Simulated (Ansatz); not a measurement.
Runs of Ansatz 0.2.0 on HgTe (Coloradoite). The structure is cubic, space group F-43m (No. 216). The conventional cell has a = 6.429 Å, b = 6.429 Å, c = 6.429 Å, α = 90.00°, β = 90.00°, γ = 90.00°. Hg (site symmetry -43m) is surrounded by 4 Te at 2.78 Å. Around Te (site symmetry -43m) lie 4 Hg at 2.78 Å. 

| task | level | k mesh | cutoff (eV) | q mesh | points for each segment of the path | atoms under strain | gap on the mesh (eV) | pressure (GPa) |
| --- | --- | --- | --- | --- | --- | --- | --- | --- |
| phonons | PBEsol | 6 × 6 × 6 | 420 | 2 × 2 × 2 | 8 | - | none | - |
| band structure | PBE | 7 × 7 × 7 | 420 | - | 14 | - | none | 4.6 |
| elastic constants | PBEsol | 6 × 6 × 6 | 420 | - | - | relaxed | none | 1.8 |
| density of states | PBEsol | 6 × 6 × 6 | 420 | - | - | - | none | 1.8 |
| band structure | LDA | 7 × 7 × 7 | 420 | - | 14 | - | none | 0.2 |
| band structure | r2SCAN | 7 × 7 × 7 | 500 | - | 14 | - | none | (a) |

Alike in all rows: potentials or basis Ansatz PAW; no spin polarisation; cell as given; smearing fermi-dirac 0.05 eV.

**Question.** Estimate the missing entries.

**Answer.** (a) 3.2.

Caveats: the PAW data sets come from PBE, with cores solved anew for the run's functional, which leaves a small shift of forces and pressure (some runs); spin-orbit coupling is left out, which moves the levels of the heavy elements (some runs); elastic constants of metals need much finer meshes, so these are rough (some runs).

A k mesh can miss the band edges, and the runs leave out spin-orbit coupling on Hg, Te.

A gap of «none» marks a metal or a gap under the smearing width.
